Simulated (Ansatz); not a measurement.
Straining SiC

Method: DFT PBE, scalar-relativistic, plane waves, PAW (Ansatz 0.2.0). (420 eV cutoff, 10×10×6 k-mesh, Gaussian smearing of 0.02 eV, no spin polarisation)

Starting point, cell and atoms relaxed:

```xyz
4
Lattice="2.1899 2.1899 0.0000 -2.1899 2.1899 0.0000 0.0000 0.0000 4.3797" Properties=species:S:1:pos:R:3 pbc="T T T"
Si    1.0949    1.0949    3.2848
Si   -1.0949    1.0949    1.0949
C     0.0000    0.0000    0.0000
C     0.0000    2.1899    2.1899
```

Deformation: shear that moves c along a by the strain times its height over the a-b plane, the cell held and the atoms relaxed, all within the symmetry that the strain leaves. Energies are extrapolated to zero smearing. Gaps are Kohn–Sham gaps over the whole zone.

```
strain (%)  ΔE (meV/atom) a (Å) b (Å) c (Å) gap (eV)
      +0.0            0.0  3.097  3.097  4.380      1.37
      +1.0            0.8  3.097  3.097  4.380      1.32
      +2.0            3.1  3.097  3.097  4.381      1.27
      +3.0            7.1  3.097  3.097  4.382      1.21
      +4.0           12.5  3.097  3.097  4.383      1.14
      +6.0           28.1  3.097  3.097  4.388      1.00
```

Problem. What stiffness (1/V) d²E/dε² at zero strain does a cubic fit over all points give?

Solution. A cubic fit gives (1/V) d²E/dε² = 239 GPa at zero strain (the shear constant for this plane and direction).